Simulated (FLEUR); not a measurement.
# Al (Fm-3m) in FLEUR: further runs

One crystal, Al, is run at these levels: PW91; tasks: equation of state.

Everything below comes from runs of FLEUR MaX-R8.1 (patched build s14). Logs are shortened: lines on timing, memory, paths and dates and some standing lists are left out, and cuts for length are marked.

**What was measured.**

From “The interpretation of polycrystalline coherent inelastic neutron scattering from aluminium”, 2013, pmc:3831299, for a bulk crystal of Al: bulk modulus 76.9 GPa.

The runs below are set against these values where they give the same quantity.

**1. The crystal as given**

It takes space group Fm-3m (No. 225, cubic). The conventional cell has a = 4.050 Å, b = 4.050 Å, c = 4.050 Å, α = 90.00°, β = 90.00°, γ = 90.00°. Al (site symmetry m-3m) has 12 Al at 2.86 Å as nearest neighbours.

**2. Equation of state, PW91, 15.61 Å³/atom (volume scaled by 0.94)**

File inp.xml:

```xml
<?xml version="1.0" encoding="UTF-8" standalone="no"?>
<fleurInput fleurInputVersion="0.39">
   <comment>
      Al                                                                                                  
   </comment>
   <calculationSetup>
      <cutoffs Kmax="3.8" Gmax="11.8" GmaxXC="11.8" numbands="0"/>
      <scfLoop itmax="60" minDistance="0.00001" maxIterBroyd="15" imix="Anderson" alpha="0.05" precondParam="0.0" spinf="2.0"/>
      <coreElectrons ctail="T" frcor="F" kcrel="0" coretail_lmax="0"/>
      <xcFunctional name="pw91" relativisticCorrections="F"/>
      <magnetism jspins="1"/>
      <soc l_soc="F" theta="0.0" phi="0.0" spav="F"/>
      <expertModes spex="0" secvar="F"/>
      <geometryOptimization l_f="F" forcealpha="1.0" forcemix="BFGS" epsdisp="0.00001" epsforce="0.00001"/>
      <ldaU l_linMix="F" mixParam="0.05" spinf="1.0"/>
   </calculationSetup>
   <cell>
      <bzIntegration valenceElectrons="11.0" mode="gauss" fermiSmearingEnergy="0.00367493">
         <kPointListSelection listName="default-1"/>
         <!-- k-points included here -->
         <xi:include xmlns:xi="http://www.w3.org/2001/XInclude" href="kpts.xml"> </xi:include>
      </bzIntegration>
      <!-- symmetry operations included here -->
      <xi:include xmlns:xi="http://www.w3.org/2001/XInclude" href="sym.xml"> </xi:include>
      <bulkLattice scale="0.9795861087">
         <bravaisMatrix>
            <row-1>    0.0000000000000000     3.8263269057207032     3.8263269057207032</row-1>
            <row-2>    3.8263269057207032     0.0000000000000000     3.8263269057207032</row-2>
            <row-3>    3.8263269057207032     3.8263269057207032     0.0000000000000000</row-3>
         </bravaisMatrix>
      </bulkLattice>
   </cell>
   <atomSpecies>
      <species name="Aluminum (Al)" element="Al" atomicNumber="13">
         <mtSphere radius="2.45" gridPoints="829" logIncrement="0.014"/>
         <atomicCutoffs lmax="10" lnonsphr="8"/>
         <electronConfig flipSpins="F">
            <coreConfig>(1s1/2)</coreConfig>
            <valenceConfig>(2s1/2) (2p1/2) (2p3/2) (3s1/2) (3p1/2) (3p3/2)</valenceConfig>
            <stateOccupation state="(3p1/2)" spinUp="0.166667" spinDown="0.166667"/>
            <stateOccupation state="(3p3/2)" spinUp="0.333333" spinDown="0.333333"/>
         </electronConfig>
         <energyParameters s="3" p="3" d="3" f="4"/>
         <lo type="SCLO" l="0" n="2" eDeriv="0"/>
         <lo type="SCLO" l="1" n="2" eDeriv="0"/>
         <lo type="SCLO" l="2" n="3" eDeriv="2"/>
         <lo type="SCLO" l="3" n="4" eDeriv="2"/>
      </species>
   </atomSpecies>
   <atomGroups>
      <atomGroup species="Aluminum (Al)">
         <relPos label="                   1">.0000000000 .0000000000 .0000000000</relPos>
         <force calculate="T" relaxXYZ="TTT"/>
      </atomGroup>
   </atomGroups>
   <output dos="F" band="F" slice="F">
      <checks vchk="F" cdinf="F"/>
      <bandDOS minEnergy="-.5*Htr" maxEnergy="0.5*Htr" sigma="0.015" storeEVData="T"/>
      <vacuumDOS vacdos="F" integ="F" star="F" nstars="0" locx1="0.0" locy1="0.0" locx2="0.0" locy2="0.0" nstm="0" tworkf="0.0"/>
      <unfoldingBand unfoldBand="F" supercellX="1" supercellY="1" supercellZ="1"/>
      <plotting iplot="0" polar="F">
         <plot TwoD="T" vec1="  1.0  0.0  0.0" vec2="  0.0  1.0  0.0" vec3="  0.0  0.0  1.0" zero="  0.0  0.0  0.0" file="plot"/>
      </plotting>
      <chargeDensitySlicing numkpt="0" minEigenval="0.0" maxEigenval="0.0" nnne="0" pallst="F"/>
      <specialOutput eonly="F"/>
      <magneticCircularDichroism mcd="F" energyLo="-10.0" energyUp="0.0"/>
   </output>
  <!-- We include the file relax.xml here to enable relaxations (see documentation) -->
  <xi:include xmlns:xi="http://www.w3.org/2001/XInclude" href="relax.xml"> <xi:fallback/> </xi:include>
</fleurInput>
```

Potentials or basis: all-electron, FLAPW.

The run is started by

```bash
$ inpgen -f crystal.txt -profile fastHighL
$ # inp.xml edited to the form shown
$ fleur
```

Log:

```text
Welcome to FLEUR        (www.flapw.de)
      MaX-Release 8.1          (www.max-centre.eu)

 ========== k-point set info ==========
 Selected k-point list: default-1
 k-point list type: mesh
 11 x 11 x 11
 Number of k points: 56

 ------------Calculation Setup---------------------------
 Number of OMP-threads    :            1
 Number of basis functions:          141
 Approximate size of matrices (H+S) per k-point:         0.000 GB
 --------------------------------------------------------
 Iteration:     1   Distance:       3.93219847 me/bohr^3
 Iteration:     2   Distance:       3.72123945 me/bohr^3
 Iteration:     3   Distance:       1.10811053 me/bohr^3
 Iteration:     4   Distance:       0.12700715 me/bohr^3
 Iteration:     5   Distance:       0.08950539 me/bohr^3
 Iteration:     6   Distance:       0.01108560 me/bohr^3
 Iteration:     7   Distance:       0.00576287 me/bohr^3
 Iteration:     8   Distance:       0.00015158 me/bohr^3
 Iteration:     9   Distance:       0.00016016 me/bohr^3
 Iteration:    10   Distance:       0.00000866 me/bohr^3

 ********************************************************************
 Run finished successfully
 Stop message:
   all done
 ********************************************************************
```

out.xml (last iteration):

```text
<iteration numberForCurrentRun="   10" overallNumber="   10">
         <energyParameters units="Htr">
            <atomicEP atomType="1" spin="1" branch="3s" branchLowest="-3.50" branchHighest="1.00" value="0.0796564570"/>
            <atomicEP atomType="1" spin="1" branch="3p" branchLowest="-2.09" branchHighest="1.41" value="0.2382597818"/>
            <atomicEP atomType="1" spin="1" branch="3d" branchLowest="-9.99" branchHighest="1.77" value="0.4179995823"/>
            <atomicEP atomType="1" spin="1" branch="4f" branchLowest="-9.99" branchHighest="3.40" value="0.5863055059"/>
            <loAtomicEP atomType="1" spin="1" branch="2s" branchLowest="-55.08" branchHighest="-3.50" value="-3.5008558178"/>
            <loAtomicEP atomType="1" spin="1" branch="2p" branchLowest="-9.99" branchHighest="-2.09" value="-2.0881007322"/>
            <loAtomicEP atomType="1" spin="1" branch="3d" branchLowest="-9.99" branchHighest="1.77" value="0.4179972666"/>
            <loAtomicEP atomType="1" spin="1" branch="4f" branchLowest="-9.99" branchHighest="3.40" value="0.5863042986"/>
         </energyParameters>
         <eigenvalues>
            <eigenvaluesAt spin="1" ikpt="1" k_x="0.00000000" k_y="0.00000000" k_z="0.00000000">
                      -3.5009893853       -2.0876124500       -2.0876124500       -2.0876124500       -0.1238223107
                       0.7737881848        0.7737881848        0.7737881848        0.8462510027
            </eigenvaluesAt>
            <eigenvaluesAt spin="1" ikpt="2" k_x="0.00000000" k_y="0.00000000" k_z="0.09090909">
                      -3.5009785188       -2.0876942747       -2.0876249786       -2.0876249786       -0.1152566978
                       0.6667517306        0.7531807262        0.7531807262        0.8659332651
            </eigenvaluesAt>
            <eigenvaluesAt spin="1" ikpt="3" k_x="0.00000000" k_y="0.00000000" k_z="0.18181818">
                      -3.5009498415       -2.0879145519       -2.0876587809       -2.0876587809       -0.0896577576
                       0.5284848213        0.7271332811        0.7271332811        0.8557332139
            </eigenvaluesAt>
            <eigenvaluesAt spin="1" ikpt="4" k_x="0.00000000" k_y="0.00000000" k_z="0.27272727">
                      -3.5009126142       -2.0882035168       -2.0877037876       -2.0877037876       -0.0473027419
                       0.3983161793        0.7122063468        0.7122063468        0.8461133568
            </eigenvaluesAt>
         </eigenvalues>
         <FermiEnergy value="0.2994553764" units="Htr"/>
         <valenceDensity>
            <mtCharges spin="1">
               <mtCharge atomType="1" total="9.7889234" s="2.7814927" p="6.8197765" d="0.1753778" f="0.0113634"/>
            </mtCharges>
            <spinDependentCharge spin="1" total="11.0000000" interstitial="1.2110766" mtSpheres="9.7889234"/>
            <totalCharge value="11.0000000000"/>
         </valenceDensity>
         <coreStates atomType="     1" atomicNumber=" 13" spin="1" kinEnergy="    159.3024410828" eigValSum="   -110.1530171471" lostElectrons=" 0.000000">
            <state n="1" l="0" j="0.5" energy="-55.0765085736" weight="1.0000000000"/>
         </coreStates>
         <allElectronCharges>
            <spinDependentCharge spin="1" total="13.0000000" interstitial="1.2110766" mtSpheres="11.7889234"/>
            <totalCharge value="13.0000000001"/>
         </allElectronCharges>
         <totalEnergy                                    value="     -242.9377269456" units="Htr">
            <sumOfEigenvalues                            value="     -129.2898111744">
               <coreElectrons value="-110.1530171471"/>
               <valenceElectrons value="-19.1367940273"/>
            </sumOfEigenvalues>
            <densityCoulombPotentialIntegral value="-348.5080534472"/>
            <densityEffectivePotentialIntegral value="-372.7418120768"/>
            <chargeDenXCDenIntegral value="-18.7753048324"/>
            <FockExchangeEnergyValence value="0.0000000000"/>
            <FockExchangeEnergyCore value="0.0000000000"/>
            <atomTypeDependentContributions atomType="1">
               <electronNucleiInteractionDifferentMTs value="288.5398916224"/>
               <MadelungTerm value="-4.8205046696"/>
            </atomTypeDependentContributions>
            <tkbTimesEntropy value="0.0000000000"/>
            <freeEnergy value="-242.9377269456"/>
            <extrapolationTo0K value="-242.9377269456"/>
         </totalEnergy>
         <densityConvergence units="me/bohr^3">
            <chargeDensity spin="1" distance="0.0000086592"/>
         </densityConvergence>
      </iteration>
```

Wall time 5 s (1 thread of AMD EPYC 7B13 (Zen 3), shared host); peak memory 0.05 GiB.

What came out:

```yaml
Free_energy: -6610.6723 eV
Valence_electrons_inside_the_program's_atomic_spheres: Al 9.79 (radii Al 2.45 bohr)
```

**3. Equation of state, PW91, 15.94 Å³/atom (volume scaled by 0.96)**

Edit inp.xml of step 2 so:

```diff
@@ -24,3 +24,3 @@
       <xi:include xmlns:xi="http://www.w3.org/2001/XInclude" href="sym.xml"> </xi:include>
-      <bulkLattice scale="0.9795861087">
+      <bulkLattice scale="0.9864848297">
          <bravaisMatrix>
```

Potentials or basis: all-electron, FLAPW.

The run is started by

```bash
$ inpgen -f crystal.txt -profile fastHighL
$ # inp.xml edited to the form shown
$ fleur
```

Run time: 5.1 s. Hardware: 1 thread of AMD EPYC 7B13 (Zen 3), shared host; peak memory 0.05 GiB.

The run converged. Its results:

| Quantity | Value |
| --- | --- |
| Free energy | -6610.6813 eV |
| Valence electrons inside the program's atomic spheres | Al 9.76 (radii Al 2.45 bohr) |

**4. Equation of state, PW91, 16.60 Å³/atom**

Edit inp.xml of step 3 so:

```diff
@@ -24,3 +24,3 @@
       <xi:include xmlns:xi="http://www.w3.org/2001/XInclude" href="sym.xml"> </xi:include>
-      <bulkLattice scale="0.9864848297">
+      <bulkLattice scale="1.0000000000">
          <bravaisMatrix>
```

The run is started by

```bash
$ inpgen -f crystal.txt -profile fastHighL
$ # inp.xml edited to the form shown
$ fleur
```

Wall time 5.1 s (1 thread of AMD EPYC 7B13 (Zen 3), shared host); peak memory 0.05 GiB.

It converged, with:

| Quantity | Value |
| --- | --- |
| Free energy | -6610.6879 eV |
| Valence electrons inside the program's atomic spheres | Al 9.71 (radii Al 2.45 bohr) |

**5. Equation of state, PW91, 17.27 Å³/atom (volume scaled by 1.04)**

Edit inp.xml of step 4 so:

```diff
@@ -24,3 +24,3 @@
       <xi:include xmlns:xi="http://www.w3.org/2001/XInclude" href="sym.xml"> </xi:include>
-      <bulkLattice scale="1.0000000000">
+      <bulkLattice scale="1.0131594038">
          <bravaisMatrix>
```

The run is started by

```bash
$ inpgen -f crystal.txt -profile fastHighL
$ # inp.xml edited to the form shown
$ fleur
```

Run time: 5.3 s. Hardware: 1 thread of AMD EPYC 7B13 (Zen 3), shared host; peak memory 0.05 GiB.

It converged, with:

```
Free energy                                           : -6610.6820 eV
Valence electrons inside the program's atomic spheres : Al 9.66 (radii Al 2.45 bohr)
```

**6. Equation of state, PW91, 17.60 Å³/atom (volume scaled by 1.06)**

Edit inp.xml of step 5 so:

```diff
@@ -24,3 +24,3 @@
       <xi:include xmlns:xi="http://www.w3.org/2001/XInclude" href="sym.xml"> </xi:include>
-      <bulkLattice scale="1.0131594038">
+      <bulkLattice scale="1.0196128224">
          <bravaisMatrix>
```

Potentials or basis: all-electron, FLAPW.

The run is started by

```bash
$ inpgen -f crystal.txt -profile fastHighL
$ # inp.xml edited to the form shown
$ fleur
```

It took 5.3 s on 1 thread of AMD EPYC 7B13 (Zen 3), shared host; peak memory 0.05 GiB.

Results (log left out):

```
Free energy                                           : -6610.6752 eV
Valence electrons inside the program's atomic spheres : Al 9.64 (radii Al 2.45 bohr)
```

**7. Equation of state, PW91**

Potentials or basis: all-electron, FLAPW.

This step only gathers the single runs of the series.

What came out:

| Item | Value |
| --- | --- |
| Equilibrium volume | 16.60 Å³/atom |
| Bulk modulus | 76 GPa |
| Pressure derivative of the bulk modulus | 4.4 (rough: it moves with the points fitted) |

Energy against volume, from the lowest point:
```csv
volume (Å³/atom),energy (meV/atom)
15.607,15.61
15.939,6.64
16.603,0.00
17.267,5.89
17.599,12.78
```

**8. Against experiment**

Step 7. Against the measured bulk modulus of Al, 76.9 GPa (quoted in “The interpretation of polycrystalline coherent inelastic neutron scattering from aluminium”, 2013, pmc:3831299), the calculated 76 GPa is off by -1.8 %. The fit is for a static lattice scaled at fixed shape and fixed fractional positions. The cell as given is a measured one (16.60 Å³/atom); PW91 puts the equilibrium volume +0.0 % from it, thermal expansion not counted.
